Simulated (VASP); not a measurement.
# InP (F-43m) under uniaxial stress along [001]

How do the elastic response and the band edges of InP follow uniaxial stress along [001]?

Calculated with VASP 6.6.1; LDA; plane waves and PAW (In_d, P), in the first sound run; inputs show where later runs differ.

Most raw output is cut from this account.

**1. The starting structure**

Symmetry: F-43m, No. 216, cubic system. Conventional cell: a = 5.869 Å, b = 5.869 Å, c = 5.869 Å, α = 90.00°, β = 90.00°, γ = 90.00°. In has 4 P at 2.54 Å nearest. Nearest to P lie 4 In at 2.54 Å. Farther neighbours are not listed.

Coordinates:

```xyz
2
Lattice="0.0000 2.9345 2.9345 2.9345 0.0000 2.9345 2.9345 2.9345 0.0000" Properties=species:S:1:pos:R:3 pbc="T T T"
In    0.0000    0.0000    0.0000
P     1.4672    1.4672    1.4672
```

**2. Relax the crystal, LDA**

The series starts from the cell that this level prefers, so that zero strain is near zero stress.

This step took 2 runs in a row; the last is shown.

Level: LDA; plane waves and PAW (In_d, P).

Input file INCAR:

```
SYSTEM = InP
PREC = Accurate
ENCUT = 450
EDIFF = 1E-07
NELM = 120
ISMEAR = 0
SIGMA = 0.02
LREAL = .FALSE.
ALGO = Normal
GGA = CA
NBANDS = 15
LORBIT = 11
LWAVE = .FALSE.
LCHARG = .FALSE.
KPAR = 8
IBRION = 2
NSW = 40
ISIF = 3
EDIFFG = -0.005
POTIM = 0.4
```

Input file POSCAR:

```
InP
1.0
    0.0000000000      2.9143010117      2.9143010117
    2.9143010117      0.0000000000      2.9143010117
    2.9143010117      2.9143010117      0.0000000000
In P
1 1
Direct
    0.0000000000      0.0000000000      0.0000000000
    0.2500000000      0.2500000000      0.2500000000
```

Input file KPOINTS:

```
Automatic mesh
0
Gamma
9 9 9
0 0 0
```

The projector-augmented-wave data sets are In_d and P (LDA family, release 64).

Run with:

```console
$ mpirun -np 8 vasp_std
```

Wall time 4.6 s (8 MPI ranks of AMD EPYC 7R43, shared host); peak memory 1.1 GiB; 32 s of CPU time.

Read from the output:

* energy(sigma→0) of the program: -9.6737 eV
* stress, compression positive: xx, yy, zz -0.01, -0.01, -0.01 GPa
* volume: 49.503 Å³
* ionic steps: 1

**3. Strain across the axis, LDA**

One member in full: the axis is strained by -1 %, and the two directions across it are strained alike until their mean stress is under 0.012 GPa or five steps are spent.

This step took 3 runs, each at a new trial strain with the atoms of the one before; the last is shown.

Level: LDA; plane waves and PAW (In_d, P); cell typed or built by script.

INCAR, as its differences from that of step 2:

```diff
@@ -14,7 +14,7 @@
 LCHARG = .FALSE.
-KPAR = 8
-IBRION = 2
-NSW = 40
-ISIF = 3
-EDIFFG = -0.005
-POTIM = 0.4
+KPAR = 2
+IBRION = 1
+NSW = 25
+ISIF = 2
+EDIFFG = -0.004
+POTIM = 0.3
```

Input file POSCAR:

```
InP
1.0
    0.0000000000      2.9246764140      2.8851580020
    2.9246764140      0.0000000000      2.8851580020
    2.9246764140      2.9246764140      0.0000000000
In P
1 1
Direct
    0.0000000000      0.0000000000      0.0000000000
    0.2500000000      0.2500000000      0.2500000000
```

KPOINTS is that of step 2.

Run with:

```console
$ mpirun -np 2 vasp_std
```

It took 31 s on 2 MPI ranks; peak memory 0.25 GiB.

This run gave:

| Item | Value |
| --- | --- |
| energy(sigma→0) of the program | -9.6728 eV |
| stress, compression positive | xx, yy, zz 0.00, 0.00, 0.58 GPa |
| ionic steps | 1 |

**4. Band edges, TB-mBJ with spin-orbit coupling**

Short lines in KPOINTS_OPT sample the zone centre along and across the axis, for masses, and the other valleys.

Level: TB-mBJ, spin-orbit coupling; plane waves and PAW (In_d, P); cell typed or built by script.

TB-mBJ has no energy functional, so the total energy, stress and pressure in this output mean nothing.

Input file INCAR:

```
SYSTEM = InP
PREC = Accurate
ENCUT = 450
EDIFF = 1E-06
NELM = 150
ISMEAR = 0
SIGMA = 0.02
LREAL = .FALSE.
ALGO = Normal
METAGGA = MBJ
LASPH = .TRUE.
LNONCOLLINEAR = .TRUE.
MAGMOM = 0 0 0 0 0 0
NBANDS = 28
GGA_COMPAT = .FALSE.
LSORBIT = .TRUE.
LWAVE = .FALSE.
LCHARG = .FALSE.
KPAR = 2
```

POSCAR is that of step 3.

Input file KPOINTS:

```
Automatic mesh
0
Gamma
7 7 7
0 0 0
```

Input file KPOINTS_OPT:

```
Line mode
6
Line-mode
Reciprocal
  0.00000000   0.00000000   0.00000000
  0.02295936   0.02295936   0.00000000

  0.00000000   0.00000000   0.00000000
  0.00000000  -0.02327384  -0.02327384

  0.31000000   0.31000000   0.00000000
  0.50000000   0.50000000   0.00000000

  0.00000000   0.31000000   0.31000000
  0.00000000   0.50000000   0.50000000

  0.45000000   0.45000000   0.45000000
  0.50000000   0.50000000   0.50000000

  0.45000000   0.00000000   0.00000000
  0.50000000   0.00000000   0.00000000

  0.42500000   0.42500000   0.00000000
  0.42500000   0.44827384   0.02327384

  0.50000000   0.50000000   0.50000000
  0.48354291   0.51645709   0.50000000
```

Run with:

```console
$ mpirun -np 2 vasp_ncl
```

The job ended after 7 min (2 MPI ranks; peak memory 0.73 GiB; 14 min of CPU time).

**5. All members**

LASPH is off in runs at LDA and on in runs at TB-mBJ.

Runs beyond LDA use the data sets made with LDA; this shifts their levels slightly, and their total energies have another zero (at TB-mBJ, which has no energy functional, they mean nothing).

The other members went through these steps as far as the tables show, with the same cutoff and, step by step, the same mesh; 32 runs are not shown. The session took 2.5 core hours (wall time by ranks) on a shared machine.

```
strain along the axis (%)  strain across the axis (%)  stress along the axis, tension positive (GPa)  energy above the unstrained row (meV/atom)  gap on the mesh, LDA (eV)
                   -2.000                       0.727                                         -1.134                                       1.819                      0.544
                   -1.500                       0.540                                         -0.861                                       1.032                      0.559
                   -1.000                       0.356                                         -0.579                                       0.471                      0.573
                   -0.500                       0.177                                         -0.286                                       0.125                      0.587
                        0                      -0.010                                          0.002                                       0.000                      0.602
                    0.500                      -0.193                                          0.301                                       0.120                      0.583
                    1.000                      -0.364                                          0.617                                       0.467                      0.563
                    1.500                      -0.539                                          0.933                                       1.054                      0.543
                    2.000                      -0.712                                          1.255                                       1.880                      0.523
```

Slopes at zero strain, from cubics through all rows: strain ratio -0.362, stress over strain 60 GPa.

Band edges at TB-mBJ with spin-orbit coupling, counted from the valence-band top at Γ, spin-orbit pairs averaged, with one row partly withheld:

```
strain along the axis (%)  gap (eV)  conduction band at Γ (eV)  Δ or X valley along z (eV)  Δ or X valley along x (eV)  lowest conduction level at L, [111] (eV)  lowest conduction level at L, [-111] (eV)  second valence level below the top (eV)  third valence level below the top (eV)
                   -2.000     1.687                      1.687                       2.263                       2.412                                     2.258                                      2.258                                    0.108                                   0.179
                   -1.500     1.700                      1.700                       2.309                       2.420                                     2.279                                      2.279                                    0.079                                   0.151
                   -1.000     1.712                      1.712                       2.354                       2.428                                     2.298                                      2.298                                    0.051                                   0.125
                   -0.500     1.721                      1.721                       2.398                       2.435                                     2.313                                      2.313                                    0.024                                   0.103
                        0     1.727                      1.727                       2.437                       2.437                                     2.323                                      2.323                                    0.000                                   0.087
                    0.500     1.709                      1.709                       2.455                       2.417                                     2.309                                      2.309                                    0.019                                   0.102
                    1.000         ?                          ?                       2.471                       2.397                                     2.292                                      2.292                                    0.030                                   0.123
                    1.500     1.668                      1.668                       2.488                       2.376                                     2.273                                      2.273                                    0.037                                   0.149
                    2.000     1.647                      1.647                       2.504                       2.355                                     2.252                                      2.252                                    0.041                                   0.180
```

Conduction masses, in electron masses:

```
strain along the axis (%)  conduction mass at Γ, along the strain axis or the normal of the plane  conduction mass at Γ, across the strain axis or in the plane  L [111] mass, longitudinal  L [111] mass, transverse along [1-10]
                   -2.000                                                                   0.128                                                         0.130                       2.072                                  0.165
                   -1.500                                                                   0.128                                                         0.130                       2.107                                  0.168
                   -1.000                                                                   0.128                                                         0.129                       2.117                                  0.170
                   -0.500                                                                   0.128                                                         0.129                       2.085                                  0.172
                        0                                                                   0.128                                                         0.128                       2.123                                  0.175
                    0.500                                                                   0.128                                                         0.127                       2.126                                  0.178
                    1.000                                                                   0.128                                                         0.127                       2.119                                  0.182
                    1.500                                                                   0.127                                                         0.125                       2.069                                  0.184
                    2.000                                                                   0.127                                                         0.125                       2.073                                  0.188
```

**6. A fit to the known rows**

The quantity to fit is the conduction level at Γ above the mean of the three top valence levels at TB-mBJ with spin-orbit coupling: 1.782, 1.777, 1.771, 1.764, 1.756, 1.749, 1.731, 1.721 eV in the rows shown.

A least-squares parabola through the 8 rows shown, with e the strain in %: E = − 0.001245 e² − 0.01536 e + 1.757 (eV), r.m.s. residual 3.3e-4 eV.

For the withheld row, e = 1, the fit gives 1.7399 eV.

**7. The withheld row**

The calculation gives 1.7400 eV, so the prediction is 0.0001 eV too low.

**8. Summary of results**

- Poisson ratio: 0.362
- Young's modulus along the axis: 60 GPa
- gap of the unstrained cell, TB-mBJ with spin-orbit coupling: 1.73 eV
- slope at zero strain of the conduction level at Γ above the mean of the three top valence levels, TB-mBJ with spin-orbit coupling: -15 meV per %
- error of the predicted row: -0.1 meV

**Reading.** As a check, the curvature of the energy gives 60 GPa for the same modulus (energy per volume = E/2 × strain²), 1 % from the slope of the stress. At TB-mBJ with spin-orbit coupling the lowest conduction valley is Γ throughout, and the gap runs between 1.65 and 1.73 eV. Hole masses are left out throughout, since the top bands are degenerate or cross in many series; of conduction masses, those of the Γ, L and (for Si and Ge under (001) strain) Δ valleys are kept where they change by under an eighth between rows. TB-mBJ is a potential fitted for gaps; it has no energy functional, so its total energies and forces mean nothing, and its bands tend to come out too narrow. Δ or X levels are the lowest on their line, refined by a parabola unless they lie at X; the gap is read from all points sampled and can differ from the lowest valley by some meV, or by tens of meV where strain moves the valence top off Γ. Temperature, zero-point motion and excitons are left out.

[Lines on the potential files, build, host, timing and source positions are cut from VASP's logs without a mark.]

[Logs are printed without paths, hosts, clocks, repeated set-up lines and the standing remarks that a program may print on its own settings, such as how far it seeks lower states.]

[Hosts, paths, dates, database ids (printed as entryN), source tags and the programs' standing remarks are cut or masked in the printed files.]

[In band tables of VASP the shares of atoms and orbitals are scaled to a sum of 1 inside the atoms' spheres.]
